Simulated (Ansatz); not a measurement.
## Ionic part of the dielectric constant of SiC, mode by mode

These are results of DFT LDA, scalar-relativistic, plane waves, PAW (Ansatz 0.2.0), not measurements. Cutoff 420 eV, 12×12×12 k-points (Γ-centred), fixed occupations. No spin polarisation. Phonons by linear response, acoustic sum rule imposed.

The structure is cubic, space group F-43m (No. 216). Conventional cell: a = 4.329 Å, b = 4.329 Å, c = 4.329 Å, α = 90.00°, β = 90.00°, γ = 90.00°. Around Si (site symmetry -43m) lie 4 C at 1.87 Å. Around C (site symmetry -43m) lie 4 Si at 1.87 Å.

The primitive cell has V = 20.28 Å³ and ε∞,yy = 6.922. Each polar mode adds Δε = (4.92064×10⁷/V)·S/ν² along y, with S its oscillator strength in e²/amu, ν in cm⁻¹ and V in Å³.

Question: From these modes, find each Δε and ε0,yy.
| ν (cm⁻¹) | S_yy (e²/amu) |
| --- | --- |
| 797.6 | 0.8862 |

Answer:
| ν (cm⁻¹) | Δε |
| --- | --- |
| 797.6 | 3.38 |

The sum is 3.380, so ε0,yy = 10.30; the run's tensor has 10.30.

Question: Where do the longitudinal modes lie for a wave vector along y?

Answer: At 973 cm⁻¹. The Lyddane–Sachs–Teller product Π(ν_LO/ν_TO)² = 1.49 matches ε0/ε∞ = 1.49.

Cost: 1 run of about 1.3 core-minutes, on Intel Xeon Processor @ 2.50GHz (Skylake/Cascade Lake) (shared hosts).

Electronic polarisation supplies most of the static response of SiC, with the lattice adding 3.38 to an ε∞ of 6.922. The Si–C bond is markedly polar because carbon is the more electronegative partner, so the optical displacement carries a sizeable dynamical charge. However, the stiff, short covalent bonds and the light carbon atom put the transverse mode at 797.6 cm⁻¹, and the inverse-square dependence on frequency keeps the ionic term modest. The same polarity produces the macroscopic field that raises the longitudinal mode to 973 cm⁻¹, a shift limited by electronic screening.

With two atoms per primitive cell there is only one polar optical branch at the zone centre, and cubic symmetry makes the yy result valid for every direction. The Lyddane–Sachs–Teller agreement therefore confirms internal consistency, not accuracy. Both ε∞ and ε0 lie somewhat above the accepted experimental values for cubic SiC, probably because LDA makes the electrons too polarisable, an error that ε0 inherits through its electronic part.
